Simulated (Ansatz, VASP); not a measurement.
**Ge5H4 (Ge wire along [100], 25 atoms a period, H-terminated): VASP beside Ansatz**

Aim: how closely do two programs agree when they are given the same cell, functional and k mesh? The structure shown is the start of the Ansatz relaxation below; VASP solves that cell, so the two are compared at the walk's first step.

Method: plane waves, with VASP 6.6.1 beside it; single point at PBE, in Ansatz 0.2.0.

## 1. The starting structure

The cell holds 45 atoms: 25 Ge and 20 H. Its edges and angles: a = 20.121 Å, b = 20.121 Å, c = 5.760 Å, α = 90.0°, β = 90.0°, γ = 90.0°. Vacuum lies along a and b. The structure's axis is c.

## 2. Ansatz: relaxation, PBE

Ansatz runs on its PAW soft_1 files.

The two programs are compared at the cell with which this relaxation starts, whose forces are those of its first step.

input.yaml

```yaml
crystal:
  lattice:
    - [20.121, 0.0, 0.0]
    - [0.0, 20.121, 0.0]
    - [0.0, 0.0, 5.76]
  atoms:
    - { symbol: Ge, position: [0.285307212, 0.57157529, 0.0] }
    - { symbol: Ge, position: [0.428441251, 0.428441251, 0.0] }
    - { symbol: Ge, position: [0.428441251, 0.71470933, 0.0] }
    - { symbol: Ge, position: [0.57157529, 0.285307212, 0.0] }
    - { symbol: Ge, position: [0.57157529, 0.57157529, 0.0] }
    - { symbol: Ge, position: [0.71470933, 0.428441251, 0.0] }
    - { symbol: H, position: [0.168977685, 0.455245763, 0.093634302] }
    - { symbol: H, position: [0.312111724, 0.312111724, 0.093634302] }
    - { symbol: H, position: [0.455245763, 0.168977685, 0.093634302] }
    - { symbol: H, position: [0.544770779, 0.831038857, 0.093634302] }
    - { symbol: H, position: [0.687904818, 0.687904818, 0.093634302] }
    - { symbol: H, position: [0.831038857, 0.544770779, 0.093634302] }
    - { symbol: Ge, position: [0.213740193, 0.500008271, 0.25] }
    - { symbol: Ge, position: [0.356874232, 0.356874232, 0.25] }
    - { symbol: Ge, position: [0.356874232, 0.64314231, 0.25] }
    - { symbol: Ge, position: [0.500008271, 0.213740193, 0.25] }
    - { symbol: Ge, position: [0.500008271, 0.500008271, 0.25] }
    - { symbol: Ge, position: [0.500008271, 0.786276349, 0.25] }
    - { symbol: Ge, position: [0.64314231, 0.356874232, 0.25] }
    - { symbol: Ge, position: [0.64314231, 0.64314231, 0.25] }
    - { symbol: Ge, position: [0.786276349, 0.500008271, 0.25] }
    - { symbol: H, position: [0.168977685, 0.544770779, 0.406365698] }
    - { symbol: H, position: [0.312111724, 0.687904818, 0.406365698] }
    - { symbol: H, position: [0.455245763, 0.831038857, 0.406365698] }
    - { symbol: H, position: [0.544770779, 0.168977685, 0.406365698] }
    - { symbol: H, position: [0.687904818, 0.312111724, 0.406365698] }
    - { symbol: H, position: [0.831038857, 0.455245763, 0.406365698] }
    - { symbol: Ge, position: [0.285307212, 0.428441251, 0.5] }
    - { symbol: Ge, position: [0.428441251, 0.285307212, 0.5] }
    - { symbol: Ge, position: [0.428441251, 0.57157529, 0.5] }
    - { symbol: Ge, position: [0.57157529, 0.428441251, 0.5] }
    - { symbol: Ge, position: [0.57157529, 0.71470933, 0.5] }
    - { symbol: Ge, position: [0.71470933, 0.57157529, 0.5] }
    - { symbol: H, position: [0.240544705, 0.383678744, 0.656365698] }
    - { symbol: H, position: [0.383678744, 0.240544705, 0.656365698] }
    - { symbol: H, position: [0.616337798, 0.759471837, 0.656365698] }
    - { symbol: H, position: [0.759471837, 0.616337798, 0.656365698] }
    - { symbol: Ge, position: [0.356874232, 0.500008271, 0.75] }
    - { symbol: Ge, position: [0.500008271, 0.356874232, 0.75] }
    - { symbol: Ge, position: [0.500008271, 0.64314231, 0.75] }
    - { symbol: Ge, position: [0.64314231, 0.500008271, 0.75] }
    - { symbol: H, position: [0.240544705, 0.616337798, 0.843634302] }
    - { symbol: H, position: [0.383678744, 0.759471837, 0.843634302] }
    - { symbol: H, position: [0.616337798, 0.240544705, 0.843634302] }
    - { symbol: H, position: [0.759471837, 0.383678744, 0.843634302] }
kpoints:
  mp_grid: { grid: [1, 1, 14] }
scf:
  occupations: { method: fermi_dirac, width: 0.05 }
hamiltonian:
  xc: pbe
  pseudopotentials: { kind: paw, azcp: { folder: soft_1 } }
relax:
  cell: { fix: [a, b, alpha, beta, gamma] }
  max_steps: 45
  f_tol: 0.03
```

Started as:

```bash
$ ansatz run input.yaml --threads 4 --pin off --max-ram 16384MiB --backend cpu --events-out ev --progress --plain --runs-dir out
```

Numbers of over 12 decimals in the logs are rounded to 6 here.

Output:

```text
Engine: ansatz 0.2.0, aarch64-unknown-linux-gnu
Pseudopotentials: kind: paw
Pseudopotential: Ge, paw, valence charge 14, recommended cutoff 420 eV (normal), soft_1/Ge.paw.azcp
Pseudopotential: H, paw, valence charge 1, recommended cutoff 420 eV (normal), soft_1/H.paw.azcp
Functional definition: PBE
  parameter kappa = 0.804
  parameter beta = 0.066725
  exchange = pbe_x(kappa = kappa, mu = beta*pi^2/3)
  correlation = pbe_c(beta = beta)
Crystal: 45 atoms, lattice volume = 2331.963 Å³
Basis set: ecut = 420 eV, 45619 PW (Γ), exchange–correlation on 270×270×80 points (8 copies of the dense FFT grid, shifted against one another)
Bands: 230, of which v1, the nominal top of the filled ones, is band 185 counted from 1 (184 counted from 0)
Symmetry: 8 space group operations
Space group: P-42m (ITA 111), of the structure as read, at distance tolerance 1.3e-4 Å
k-points: 8 of 14
Non-local potential: Ge, projectors of the file, l = 0: 2, l = 1: 2, l = 2: 3, l = 3: 1
Non-local potential: H, projectors of the file, l = 0: 2, l = 1: 1
PAW form: soft (Blöchl's): semilocal exchange-correlation on the pseudo side does not see the compensation charge
PAW one-centre angular grid: Ge, 590 points (default); XC on 64 Gauss nodes
PAW one-centre angular grid: H, 110 points (default); XC on 64 Gauss nodes
Initial density: superposition of atomic densities (neutral atoms: chi_scale 0, normalization atom)
Initial wavefunctions: pseudopotential atomic-orbital guess
Functional: x = pbe(κ = 0.804, μ = 0.219515), c = pbe(β = 0.066725)
SCF iter   1: F=—  HF=-107692.490716 eV  |F-HF|=—  |Δ(HF+E_count)|=         —  Δρ=3.10e-2  dr2=1.86e1  ethr=3.10e-3  ⟨swp⟩=6.9  Hψ=7422  notcnv=0  defer=28
preconditioner: auto → Resta (q_TF=auto, 2.007 Å⁻¹)  ε∞=1.5  [insulator: Δε(μ)=2.411 eV  Ē_g=21.795 eV  σ=0.050 eV  W_gap=1.00  n_scr=330 (ndim 8)  ℏωp=14.8 eV  f_vac=0.609  D(μ)=0.00/eV (n_scr^D=0)  ε∞_Penn≈1.5  vacuum switching on, ρ_ref=3.4e-2 e/Å³]
SCF iter   2: F=—  HF=-107688.419701 eV  |F-HF|=—  |Δ(HF+E_count)|=    4.07e0  Δρ=1.33e-2  dr2=4.14e0  ethr=3.10e-3  ⟨swp⟩=3.0  Hψ=2580  notcnv=0  defer=284
SCF iter   3: F=—  HF=-107688.725998 eV  |F-HF|=—  |Δ(HF+E_count)|=   3.06e-1  Δρ=5.52e-3  dr2=7.66e0  ethr=1.12e-3  ⟨swp⟩=4.0  Hψ=3832  notcnv=0  defer=287
SCF iter   4: F=—  HF=-107687.508154 eV  |F-HF|=—  |Δ(HF+E_count)|=    1.22e0  Δρ=1.65e-3  dr2=7.81e-2  ethr=1.12e-3  ⟨swp⟩=3.8  Hψ=3277  notcnv=0  defer=275
SCF iter   5: F=—  HF=-107687.508725 eV  |F-HF|=—  |Δ(HF+E_count)|=   5.71e-4  Δρ=7.46e-4  dr2=6.13e-3  ethr=2.11e-5  ⟨swp⟩=2.0  Hψ=2208  notcnv=0  defer=277
SCF iter   6: F=—  HF=-107687.511520 eV  |F-HF|=—  |Δ(HF+E_count)|=   2.79e-3  Δρ=1.33e-4  dr2=5.22e-4  ethr=1.66e-6  ⟨swp⟩=2.0  Hψ=3040  notcnv=0  defer=277
SCF iter   7: F=—  HF=-107687.511575 eV  |F-HF|=—  |Δ(HF+E_count)|=   5.54e-5  Δρ=3.91e-5  dr2=3.98e-5  ethr=1.41e-7  ⟨swp⟩=2.0  Hψ=3040  notcnv=0  defer=277
SCF iter   8: F=—  HF=-107687.511834 eV  |F-HF|=—  |Δ(HF+E_count)|=   2.58e-4  Δρ=1.56e-5  dr2=4.00e-6  ethr=1.07e-8  ⟨swp⟩=2.0  Hψ=3190  notcnv=0  defer=277
SCF iter   9: F=—  HF=-107687.511839 eV  |F-HF|=—  |Δ(HF+E_count)|=   5.13e-6  Δρ=4.36e-6  dr2=4.37e-7  ethr=1.08e-9  ⟨swp⟩=2.0  Hψ=3040  notcnv=0  defer=277
SCF iter  10: F=-107687.511839 eV  HF=-107687.511839 eV  |F-HF|=1.35e-8  |Δ(HF+E_count)|=   2.87e-7  Δρ=1.05e-6  dr2=2.26e-8  ethr=2.70e-11  ⟨swp⟩=4.2  Hψ=5560  notcnv=0
SCF 1 converged in 10 iterations: F = -107687.511839 eV  dr2 = 2.26e-8
  greatest PAW one-centre occupation: 0.998 electrons in one spin orbital (limit 2), on the Ge atom at site 20 (counted from 0), in its partial waves of l = 2
relax step   1: F+E_penalty+E_count = -107687.51183908 eV  Δ(F+E_penalty+E_count) = +0.000e0 eV  max|allowed force component| = 2.648e-1 eV/Å  Δτ_max = 0.0000 Å  P = -0.489 GPa  Ω = 2331.963 Å³  fix = [a, b, alpha, beta, gamma]  reactions: a -0.494, b -0.494 GPa  (10 SCF iters, dr2 threshold 1.00e-7 eV, accepted)
Crystal: 45 atoms, lattice volume = 2329.526 Å³
Basis set: ecut = 420 eV, 45603 PW (Γ), exchange–correlation on 270×270×80 points (8 copies of the dense FFT grid, shifted against one another)
Initial density: handed on by an earlier stage of this run
Initial wavefunctions: those handed on with the density
iter 1 solved again at ethr=7.81e-5 eV; its pass at ethr=3.10e-3 eV (dr2=2.89e-1 eV) is discarded
SCF iter   1: F=—  HF=-107687.653225 eV  |F-HF|=—  |Δ(HF+E_count)|=         —  Δρ=5.01e-3  dr2=2.99e-1  ethr=7.81e-5  ⟨swp⟩=4.8  Hψ=7575  notcnv=0
preconditioner: auto → Resta (q_TF=auto, 2.008 Å⁻¹)  ε∞=1.5  [insulator: Δε(μ)=2.489 eV  Ē_g=21.836 eV  σ=0.050 eV  W_gap=1.00  n_scr=330 (ndim 8)  ℏωp=14.8 eV  f_vac=0.651  D(μ)=0.00/eV (n_scr^D=0)  ε∞_Penn≈1.5  vacuum switching on, ρ_ref=3.5e-2 e/Å³]
SCF iter   2: F=—  HF=-107687.628047 eV  |F-HF|=—  |Δ(HF+E_count)|=   2.52e-2  Δρ=2.18e-3  dr2=9.01e-2  ethr=7.81e-5  ⟨swp⟩=4.6  Hψ=2887  notcnv=0
[...]
SCF iter   5: F=-107687.659871 eV  HF=-107687.659871 eV  |F-HF|=4.66e-10  |Δ(HF+E_count)|=   2.15e-9  Δρ=1.51e-7  dr2=2.71e-10  ethr=1.00e-12  ⟨swp⟩=3.0  Hψ=5957  notcnv=0
SCF 4 converged in 5 iterations: F = -107687.659871 eV  dr2 = 2.71e-10
[...]
SCF converged after 5 iterations
Free energy (F): -107687.659871 eV
Harris-Foulkes:  -107687.659871 eV  (|F-HF|=4.66e-10)
Internal energy: -107687.659871 eV  (E = F + TS)
E sigma→0 (E₀):  -107687.659871 eV
Fermi energy:    -0.843688 eV
--- Per-component energies (eV) ---
  E_band       = -7160.894879
  E_kinetic    = 2565.259815
  E_local      = -269593.900294  (includes V_loc(G=0)·N_el)
  E_nonlocal   = 5470.621524
  E_hartree    = 131785.039747
  E_xc         = -1951.666043
  E_vxc        = -1834.108850  (∫ρ·V_xc dr)
  E_paw        = -50365.684228  (= ΣΔE_a)
  E_vpaw       = -7338.830191  (= ΣTr[D̂ρ^β])
  E_aug_tail   = -0.018223  (compensation charges beyond the density's cutoff)
  E_ewald      = 74402.687831
  E_smearing   = -0.000000  (= −TS)
  E_closure    = -0.000000  (closes the sum)
  Σ components = -107687.659871   (vs F -107687.659871, Δ=0.00e0)
--- Forces (eV/Å), atoms counted from 1 ---
  atom   1  Ge    -0.00495387     0.01090298    -0.01681964
  atom   2  Ge     0.01415468     0.01415468     0.00909719
  atom   3  Ge    -0.01090298     0.00495387    -0.01681964
  atom   4  Ge     0.01090298    -0.00495387    -0.01681964
  atom   5  Ge    -0.01415468    -0.01415468     0.00909719
  atom   6  Ge     0.00495387    -0.01090298    -0.01681964
  atom   7  H      0.00493898     0.00728089     0.00548256
  atom   8  H     -0.00052035    -0.00052035     0.01259185
  atom   9  H      0.00728089     0.00493898     0.00548256
  atom  10  H     -0.00728089    -0.00493898     0.00548256
  atom  11  H      0.00052035     0.00052035     0.01259185
  atom  12  H     -0.00493898    -0.00728089     0.00548256
  atom  13  Ge    -0.01728579     0.00000000     0.00000000
  atom  14  Ge     0.00863153     0.00863153    -0.02301684
  atom  15  Ge     0.00863153    -0.00863153     0.02301684
  atom  16  Ge    -0.00000000    -0.01728579    -0.00000000
  atom  17  Ge     0.00000000     0.00000000     0.00000000
  atom  18  Ge    -0.00000000     0.01728579     0.00000000
  atom  19  Ge    -0.00863153     0.00863153     0.02301684
  atom  20  Ge    -0.00863153    -0.00863153    -0.02301684
  atom  21  Ge     0.01728579     0.00000000    -0.00000000
  atom  22  H      0.00493898    -0.00728089    -0.00548256
  atom  23  H     -0.00052035     0.00052035    -0.01259185
  atom  24  H      0.00728089    -0.00493898    -0.00548256
[...]
atom  38  Ge     0.01013928     0.00000000     0.00000000
  atom  39  Ge     0.00000000     0.01013928     0.00000000
  atom  40  Ge     0.00000000    -0.01013928    -0.00000000
  atom  41  Ge    -0.01013928     0.00000000    -0.00000000
  atom  42  H     -0.00156527    -0.01279454     0.01586658
  atom  43  H      0.01279454     0.00156527     0.01586658
  atom  44  H     -0.01279454    -0.00156527     0.01586658
  atom  45  H      0.00156527     0.01279454     0.01586658
  max |Σ_I F_I| component: 6.94e-18 eV/Å
--- Stress (GPa, compression-positive) ---
       -0.009047       0.000000       0.000000
        0.000000      -0.009047      -0.000000
        0.000000      -0.000000      -0.023119
  P = ⅓ Tr σ = -0.0137 GPa (-0.137 kbar)
--- Relaxed structure (3 steps of the walk, 3 accepted, 1 SCFs on fresh bases) ---
  F+E_penalty+E_count = -107687.65987109 eV   max|allowed force component| = 2.302e-2 eV/Å   (the final SCF, on the basis selected at the relaxed cell)
  cell:  # Å, volume = 2324.9432 Å³
    - [20.121, 0.0, 0.0]
    - [0.0, 20.121, 0]
    - [0.0, 0, 5.742662]
  atoms:
    - { symbol: Ge, position: [0.287352, 0.570022, 0.00347731] }
    - { symbol: Ge, position: [0.428707, 0.428707, -0.000632734] }
    - { symbol: Ge, position: [0.429995, 0.712664, 0.00347731] }
    - { symbol: Ge, position: [0.570022, 0.287352, 0.00347731] }
    - { symbol: Ge, position: [0.571310, 0.571310, -0.000632734] }
    - { symbol: Ge, position: [0.712664, 0.429995, 0.00347731] }
    - { symbol: H, position: [0.171211, 0.455837, 0.097008] }
    - { symbol: H, position: [0.314076, 0.314076, 0.097789] }
    - { symbol: H, position: [0.455837, 0.171211, 0.097008] }
    - { symbol: H, position: [0.544179, 0.828805, 0.097008] }
    - { symbol: H, position: [0.685941, 0.685941, 0.097789] }
    - { symbol: H, position: [0.828805, 0.544179, 0.097008] }
    - { symbol: Ge, position: [0.216639, 0.500008, 0.250000] }
    - { symbol: Ge, position: [0.358728, 0.358728, 0.254527] }
    - { symbol: Ge, position: [0.358728, 0.641289, 0.245473] }
    - { symbol: Ge, position: [0.500008, 0.216639, 0.250000] }
    - { symbol: Ge, position: [0.500008, 0.500008, 0.250000] }
    - { symbol: Ge, position: [0.500008, 0.783378, 0.250000] }
    - { symbol: Ge, position: [0.641289, 0.358728, 0.245473] }
    - { symbol: Ge, position: [0.641289, 0.641289, 0.254527] }
    - { symbol: Ge, position: [0.783378, 0.500008, 0.250000] }
    - { symbol: H, position: [0.171211, 0.544179, 0.402992] }
    - { symbol: H, position: [0.314076, 0.685941, 0.402211] }
    - { symbol: H, position: [0.455837, 0.828805, 0.402992] }
    - { symbol: H, position: [0.544179, 0.171211, 0.402992] }
    - { symbol: H, position: [0.685941, 0.314076, 0.402211] }
    - { symbol: H, position: [0.828805, 0.455837, 0.402992] }
    - { symbol: Ge, position: [0.287352, 0.429995, 0.496523] }
    - { symbol: Ge, position: [0.429995, 0.287352, 0.496523] }
    - { symbol: Ge, position: [0.428707, 0.571310, 0.500633] }
    - { symbol: Ge, position: [0.571310, 0.428707, 0.500633] }
    - { symbol: Ge, position: [0.570022, 0.712664, 0.496523] }
    - { symbol: Ge, position: [0.712664, 0.570022, 0.496523] }
    - { symbol: H, position: [0.243201, 0.384907, 0.653289] }
    - { symbol: H, position: [0.384907, 0.243201, 0.653289] }
    - { symbol: H, position: [0.615109, 0.756815, 0.653289] }
    - { symbol: H, position: [0.756815, 0.615109, 0.653289] }
    - { symbol: Ge, position: [0.357529, 0.500008, 0.750000] }
    - { symbol: Ge, position: [0.500008, 0.357529, 0.750000] }
    - { symbol: Ge, position: [0.500008, 0.642488, 0.750000] }
    - { symbol: Ge, position: [0.642488, 0.500008, 0.750000] }
    - { symbol: H, position: [0.243201, 0.615109, 0.846711] }
    - { symbol: H, position: [0.384907, 0.756815, 0.846711] }
    - { symbol: H, position: [0.615109, 0.243201, 0.846711] }
    - { symbol: H, position: [0.756815, 0.384907, 0.846711] }
```

In the SCF lines HF is the Harris–Foulkes energy and dr2 the Hartree energy of the density residual, in eV; the loop may stop once dr2 is under the threshold and the program's other checks hold. Hψ counts applications of the Hamiltonian.

[end of part 1 of 2]

[Lines on the potential files, build, host, timing and source positions are cut from VASP's logs without a mark.]

[Logs are printed without paths, hosts, clocks, repeated set-up lines and the standing remarks that a program may print on its own settings, such as how far it seeks lower states.]

[Hosts, paths, dates, database ids (printed as entryN), source tags and the programs' standing remarks are cut or masked in the printed files.]
